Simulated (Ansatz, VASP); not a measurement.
This is a calculation of CuO for Ansatz 0.2.0.

input.yaml

```yaml
crystal:
  lattice:
    - [2.83632511, 0.0, 0.0]
    - [-1.41816255, 2.4563296, 0.0]
    - [0.0, 0.0, 2.76811278]
  atoms:
    - { symbol: Cu, position: [0.0, 0.0, 0.0] }
    - { symbol: O, position: [0.6666666667, 0.3333333333, 0.5] }
hamiltonian:
  xc: pbe
  pseudopotentials: { kind: paw }
kpoints:
  mp_grid: { grid: [11, 11, 10] }
scf:
  occupations: { method: fermi_dirac, width: 0.05 }
output:
  forces: true
  stress: true
  eigenvalues: true
```

Potentials or basis: Ansatz PAW.

Command:

```sh
$ ansatz run input.yaml --threads 2 --pin off --max-ram 5120MiB --backend cpu --events-out ev --progress --plain --runs-dir out
```

Question: Set up the same calculation for VASP 6.6.1. Potentials there: VASP PAW PBE potentials, release 64 (Cu, O).

Answer: As run (the cutoff follows the program's own potentials):

File INCAR:

```
SYSTEM = CuO
  PREC = Accurate
  ENCUT = 520
  EDIFF = 1E-7
  ISMEAR = -1
  SIGMA = 0.05
  LREAL = .False.
  LASPH = .True.
  NELM = 60
  ALGO = Normal
  ISIF = 2
  LWAVE = .False.
  LCHARG = .True.
  GGA = PE
  LELF = .True.
  LVHAR = .True.
  NBANDS = 16
```

Contents of KPOINTS:

```
regular mesh
0
Gamma
  11 11 10
  0 0 0
```

File POSCAR:

```
CuO
1.0
    2.8363251100      0.0000000000      0.0000000000
   -1.4181625500      2.4563296000      0.0000000000
    0.0000000000      0.0000000000      2.7681127800
Cu O
1 1
Direct
    0.0000000000      0.0000000000      0.0000000000
    0.6666666667      0.3333333333      0.5000000000
```

Potentials or basis: VASP PAW PBE potentials, release 64 (Cu, O).

Launch:

```console
$ cat potpaw_PBE.64/Cu/POTCAR potpaw_PBE.64/O/POTCAR > POTCAR
$ mpirun -np 1 vasp_std > vasp.out
```

Both were run:

|  | VASP | Ansatz | Ansatz less VASP |
| --- | --- | --- | --- |
| gap on the k mesh at the Fermi level (eV) | none | none | - |
| pressure (GPa) | -0.2 | -0.5 | -0.29 |
| largest component of the traceless stress (GPa) | 6.87 | 6.86 | -0.009 |

A gap of «none» marks a metal or a gap that the smearing closes. The two sets of potentials don't hold the same shells in valence.

Caveats: an odd number of electrons without spin polarisation forces a metal; a magnetic or distorted state may lie lower; the run has no spin polarisation, though such a crystal can be magnetic; semilocal functionals often make such compounds metallic where correlation or magnetic order opens a gap, which also shifts bond lengths; the pressure holds a Pulay correction of +0.7 GPa for the finite cutoff (Ansatz).
